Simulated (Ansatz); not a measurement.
Input and command of a calculation in Ansatz (plane waves; scalar-relativistic PAW potentials unless the input names others):

```yaml
crystal:
  lattice:
    - [3.0919365161, 5.3553911397, 5.0742922929]
    - [-6.1838730322, 0.0, 5.0742922929]
    - [3.0919365161, -5.3553911397, 5.0742922929]
  atoms:
    - { symbol: Si, position: [0.3342252056, 0.664427642, 0.5020846515] }
    - { symbol: Si, position: [0.6655122236, 0.9981896115, 0.8290053435] }
    - { symbol: Si, position: [0.5016263259, 0.8312450463, 0.16783915] }
    - { symbol: Si, position: [0.5020846515, 0.3342252056, 0.664427642] }
    - { symbol: Si, position: [0.3568450248, 0.1748772333, 0.9927140239] }
    - { symbol: Si, position: [0.664427642, 0.5020846515, 0.3342252056] }
    - { symbol: Si, position: [0.9981896115, 0.8290053435, 0.6655122236] }
    - { symbol: Si, position: [0.8290053435, 0.6655122236, 0.9981896115] }
    - { symbol: Si, position: [0.1748772333, 0.9927140239, 0.3568450248] }
    - { symbol: Si, position: [0.8312450463, 0.16783915, 0.5016263259] }
    - { symbol: Si, position: [0.16783915, 0.5016263259, 0.8312450463] }
    - { symbol: Si, position: [0.9927140239, 0.3568450248, 0.1748772333] }
    - { symbol: Si, position: [0.4996136926, 0.6659133678, 0.8318703051] }
    - { symbol: Si, position: [0.8228938902, 0.9914290156, 0.1594978507] }
    - { symbol: Si, position: [0.6659133678, 0.8318703051, 0.4996136926] }
    - { symbol: Si, position: [0.6673777508, 0.3343935409, 0.9976964375] }
    - { symbol: Si, position: [0.5019276991, 0.1667382413, 0.3337357398] }
    - { symbol: Si, position: [0.8318703051, 0.4996136926, 0.6659133678] }
    - { symbol: Si, position: [0.1594978507, 0.8228938902, 0.9914290156] }
    - { symbol: Si, position: [0.9976964375, 0.6673777508, 0.3343935409] }
    - { symbol: Si, position: [0.3343935409, 0.9976964375, 0.6673777508] }
    - { symbol: Si, position: [0.9914290156, 0.1594978507, 0.8228938902] }
    - { symbol: Si, position: [0.3337357398, 0.5019276991, 0.1667382413] }
    - { symbol: Si, position: [0.1667382413, 0.3337357398, 0.5019276991] }
    - { symbol: C, position: [0.4587600225, 0.7911927004, 0.6249784739] }
    - { symbol: C, position: [0.783381498, 0.1259955867, 0.9544515452] }
    - { symbol: C, position: [0.6212448708, 0.9574051618, 0.2931347848] }
    - { symbol: C, position: [0.6249784739, 0.4587600225, 0.7911927004] }
    - { symbol: C, position: [0.4617364143, 0.2951595216, 0.127500687] }
    - { symbol: C, position: [0.7911927004, 0.6249784739, 0.4587600225] }
    - { symbol: C, position: [0.1259955867, 0.9544515452, 0.783381498] }
    - { symbol: C, position: [0.9544515452, 0.783381498, 0.1259955867] }
    - { symbol: C, position: [0.2951595216, 0.127500687, 0.4617364143] }
    - { symbol: C, position: [0.9574051618, 0.2931347848, 0.6212448708] }
    - { symbol: C, position: [0.2931347848, 0.6212448708, 0.9574051618] }
    - { symbol: C, position: [0.127500687, 0.4617364143, 0.2951595216] }
    - { symbol: C, position: [0.2923070716, 0.4562962317, 0.6262275475] }
    - { symbol: C, position: [0.6220846373, 0.7928175577, 0.9576560319] }
    - { symbol: C, position: [0.4562962317, 0.6262275475, 0.2923070716] }
    - { symbol: C, position: [0.4604199618, 0.1248103345, 0.7865490789] }
    - { symbol: C, position: [0.2907224534, 0.960957558, 0.1258899285] }
    - { symbol: C, position: [0.6262275475, 0.2923070716, 0.4562962317] }
    - { symbol: C, position: [0.9576560319, 0.6220846373, 0.7928175577] }
    - { symbol: C, position: [0.7865490789, 0.4604199618, 0.1248103345] }
    - { symbol: C, position: [0.1248103345, 0.7865490789, 0.4604199618] }
    - { symbol: C, position: [0.7928175577, 0.9576560319, 0.6220846373] }
    - { symbol: C, position: [0.1258899285, 0.2907224534, 0.960957558] }
    - { symbol: C, position: [0.960957558, 0.1258899285, 0.2907224534] }
    - { symbol: Si, position: [0.0860857714, 0.0860857714, 0.0860857714] }
  host:
    lattice:
      - [3.0919365161, 0.0, 0.0]
      - [-1.545968258, 2.6776955698, 0.0]
      - [0.0, 0.0, 5.0742922929]
    atoms:
      - { symbol: Si, position: [0.3333333333, 0.6666666667, 0.4995817072] }
      - { symbol: Si, position: [0.6666666667, 0.3333333333, 0.9995817072] }
      - { symbol: C, position: [0.3333333333, 0.6666666667, 0.8754182928] }
      - { symbol: C, position: [0.6666666667, 0.3333333333, 0.3754182928] }
total_charge: 2
basis:
  ecutwfc: 420
  xc_grid: 2
kpoints:
  mp_grid: { grid: [2, 2, 2], shift: [0.5, 0.5, 0.5] }
hamiltonian:
  xc: pbe
scf:
  occupations: { method: gaussian, width: 0.01 }
  convergence: { dr2_threshold: 1.0e-16 }
  max_iter: 50
output:
  forces: true
  eigenvalues: true
```

```bash
ansatz run input.yaml --threads 4 --pin off --max-ram 6144MiB --backend cpu --events-out ev --progress --plain --runs-dir out
```

Abridged log:
```
Basis set: ecut = 420 eV, 9815 PW (Γ), exchange–correlation on 108×108×108 points (8 copies of the dense FFT grid, shifted against one another)
Bands: 146, of which v1, the nominal top of the filled ones, is band 97 counted from 1 (96 counted from 0)
Symmetry: 3 space group operations
k-points: 2 of 8 (time reversal used)
SCF iter   1: F=—  HF=-21942.228382 eV  |F-HF|=—  |Δ(HF+E_count)|=         —  Δρ=6.84e-3  dr2=4.24e-1  ethr=1.77e-3  ⟨swp⟩=6.0  Hψ=1366  notcnv=0  defer=36
SCF iter   2: F=—  HF=-21942.127742 eV  |F-HF|=—  |Δ(HF+E_count)|=   1.01e-1  Δρ=2.86e-3  dr2=6.57e-2  ethr=2.18e-4  ⟨swp⟩=3.0  Hψ=497  notcnv=0  defer=83
SCF iter   3: F=—  HF=-21942.112737 eV  |F-HF|=—  |Δ(HF+E_count)|=   1.50e-2  Δρ=7.94e-4  dr2=3.67e-3  ethr=3.39e-5  ⟨swp⟩=3.5  Hψ=386  notcnv=0  defer=17
automatic band count: iteration 3 solves 113 bands in place of 146: the levels show a gap, and the empty bands left out lie too high to hold charge; the band table lists the bands solved (type scf.n_extra_bands for more)
SCF iter   4: F=—  HF=-21942.112347 eV  |F-HF|=—  |Δ(HF+E_count)|=   3.90e-4  Δρ=2.23e-4  dr2=2.68e-4  ethr=1.89e-6  ⟨swp⟩=2.0  Hψ=392  notcnv=0  defer=17
SCF iter   5: F=—  HF=-21942.112383 eV  |F-HF|=—  |Δ(HF+E_count)|=   3.57e-5  Δρ=5.79e-5  dr2=1.95e-5  ethr=1.38e-7  ⟨swp⟩=2.0  Hψ=376  notcnv=0  defer=17
SCF iter   6: F=—  HF=-21942.112786 eV  |F-HF|=—  |Δ(HF+E_count)|=   4.03e-4  Δρ=2.30e-5  dr2=3.83e-6  ethr=1.01e-8  ⟨swp⟩=2.0  Hψ=403  notcnv=0  defer=17
SCF iter   7: F=—  HF=-21942.113218 eV  |F-HF|=—  |Δ(HF+E_count)|=   4.32e-4  Δρ=5.00e-6  dr2=1.07e-7  ethr=1.97e-9  ⟨swp⟩=2.0  Hψ=384  notcnv=0  defer=17
SCF iter   8: F=—  HF=-21942.113219 eV  |F-HF|=—  |Δ(HF+E_count)|=   9.32e-8  Δρ=1.10e-6  dr2=7.86e-9  ethr=5.53e-11  ⟨swp⟩=2.0  Hψ=403  notcnv=0  defer=17
SCF iter   9: F=—  HF=-21942.113219 eV  |F-HF|=—  |Δ(HF+E_count)|=   1.93e-9  Δρ=4.19e-7  dr2=1.07e-9  ethr=4.05e-12  ⟨swp⟩=2.0  Hψ=403  notcnv=0  defer=17
SCF iter  10: F=—  HF=-21942.113219 eV  |F-HF|=—  |Δ(HF+E_count)|=  1.02e-10  Δρ=1.13e-7  dr2=7.03e-11  ethr=5.53e-13 (applied; sched 1.00e-12)  ⟨swp⟩=2.0  Hψ=398  notcnv=0  defer=17
SCF iter  11: F=—  HF=-21942.113219 eV  |F-HF|=—  |Δ(HF+E_count)|=  3.27e-11  Δρ=3.15e-8  dr2=6.17e-12  ethr=3.62e-14 (applied; sched 1.00e-12)  ⟨swp⟩=2.0  Hψ=394  notcnv=0  defer=17
SCF iter  12: F=—  HF=-21942.113219 eV  |F-HF|=—  |Δ(HF+E_count)|=  3.64e-12  Δρ=9.87e-9  dr2=5.66e-13  ethr=3.18e-15 (applied; sched 1.00e-12)  ⟨swp⟩=2.0  Hψ=402  notcnv=0  defer=17
SCF iter  13: F=—  HF=-21942.113219 eV  |F-HF|=—  |Δ(HF+E_count)|=  3.64e-12  Δρ=2.82e-9  dr2=4.98e-14  ethr=2.92e-16 (applied; sched 1.00e-12)  ⟨swp⟩=2.0  Hψ=400  notcnv=0  defer=17
SCF iter  14: F=—  HF=-21942.113219 eV  |F-HF|=—  |Δ(HF+E_count)|=  1.09e-11  Δρ=8.38e-10  dr2=4.01e-15  ethr=2.57e-17 (applied; sched 1.00e-12)  ⟨swp⟩=2.0  Hψ=398  notcnv=0  defer=17
SCF iter  15: F=—  HF=-21942.113219 eV  |F-HF|=—  |Δ(HF+E_count)|=    0.00e0  Δρ=2.81e-10  dr2=4.54e-16  ethr=2.07e-18 (applied; sched 1.00e-12)  ⟨swp⟩=2.0  Hψ=412  notcnv=0  defer=17
SCF iter  16: F=-21942.113219 eV  HF=-21942.113219 eV  |F-HF|=0.00e0  |Δ(HF+E_count)|=  7.28e-12  Δρ=6.90e-11  dr2=2.45e-17  ethr=1.00e-12  ⟨swp⟩=9.5  Hψ=567  notcnv=0
SCF 1 converged in 16 iterations: F = -21942.113219 eV  dr2 = 2.45e-17
SCF converged after 16 iterations
Free energy (F): -21942.113219 eV
Harris-Foulkes:  -21942.113219 eV  (|F-HF|=0.00e0)
Internal energy: -21942.113219 eV  (E = F + TS)
E sigma→0 (E₀):  -21942.113219 eV
Fermi energy:    11.669091 eV
--- Forces (eV/Å), atoms counted from 1 ---
  atom   1  Si    -0.00003031     0.00293595     0.00270904
  atom   2  Si     0.00303049    -0.00030406    -0.00468471
  atom   3  Si     0.00244316     0.00120439    -0.00663534
  atom   4  Si    -0.00252745    -0.00149422     0.00270904
  atom   5  Si    -0.00061054     0.00213518    -0.00116584
  atom   6  Si     0.00255776    -0.00144173     0.00270904
  atom   7  Si    -0.00177857    -0.00247246    -0.00468471
  atom   8  Si    -0.00125193     0.00277651    -0.00468471
  atom   9  Si     0.00215439    -0.00053884    -0.00116584
  atom  10  Si    -0.00017855    -0.00271804    -0.00663534
  atom  11  Si    -0.00226461     0.00151365    -0.00663534
  atom  12  Si    -0.00154385    -0.00159634    -0.00116584
  atom  13  Si    -0.00071641     0.00477493     0.00016719
  atom  14  Si    -0.00096423    -0.00177159    -0.00352868
  atom  15  Si     0.00449341    -0.00176703     0.00016719
  atom  16  Si    -0.00785155    -0.00119738     0.00227591
  atom  17  Si    -0.00219503     0.00051329     0.00368580
  atom  18  Si    -0.00377700    -0.00300789     0.00016719
  atom  19  Si     0.00201636     0.00005075    -0.00352868
  atom  20  Si     0.00496273    -0.00620095     0.00227591
  atom  21  Si     0.00288881     0.00739833     0.00227591
  atom  22  Si    -0.00105213     0.00172084    -0.00352868
  atom  23  Si     0.00065299    -0.00215759     0.00368580
  atom  24  Si     0.00154204     0.00164430     0.00368580
  atom  25  C     -0.00016800    -0.00228264     0.00080772
  atom  26  C      0.00535134     0.00269749     0.00459102
  atom  27  C     -0.00314334     0.00485532     0.00225955
  atom  28  C      0.00206082     0.00099582     0.00080772
  atom  29  C      0.00158893     0.00121398    -0.00126155
  atom  30  C     -0.00189282     0.00128681     0.00080772
  atom  31  C     -0.00033958    -0.00598314     0.00459102
  atom  32  C     -0.00501176     0.00328565     0.00459102
  atom  33  C      0.00025687    -0.00198304    -0.00126155
  atom  34  C      0.00577650     0.00029456     0.00225955
  atom  35  C     -0.00263316    -0.00514987     0.00225955
  atom  36  C     -0.00184580     0.00076906    -0.00126155
  atom  37  C     -0.00012367    -0.00338024    -0.00198643
  atom  38  C      0.00031991    -0.00158949    -0.00006322
  atom  39  C     -0.00286554     0.00179722    -0.00198643
  atom  40  C      0.00171643     0.00846145     0.00203437
  atom  41  C      0.00352926     0.00388356     0.00614089
  atom  42  C      0.00298921     0.00158302    -0.00198643
  atom  43  C      0.00121659     0.00107179    -0.00006322
  atom  44  C     -0.00818604    -0.00274425     0.00203437
  atom  45  C      0.00646961    -0.00571719     0.00203437
  atom  46  C     -0.00153649     0.00051770    -0.00006322
  atom  47  C     -0.00512789     0.00111465     0.00614089
  atom  48  C      0.00159863    -0.00499821     0.00614089
  atom  49  Si     0.00000000     0.00000000    -0.01603587
```

One setting here is needlessly strict: a threshold far tighter than needed (scf.convergence.dr2_threshold: not typed → 1e-16). It leaves the result as it was and can only cost iterations: the run converged in 16 SCF iterations with an energy at zero smearing within 0.01 meV/atom of the reference's, largest force 0.016 eV/Å, gap on the mesh 1.31 eV. A reference run on usual settings, whose relaxation ended at this geometry, converged, and the end of its own relaxation has largest force 0.016 eV/Å, gap on the mesh 1.31 eV.

The run took 11 s on 4 threads of Arm Neoverse V1 (shared host), peak memory 0.97 GiB.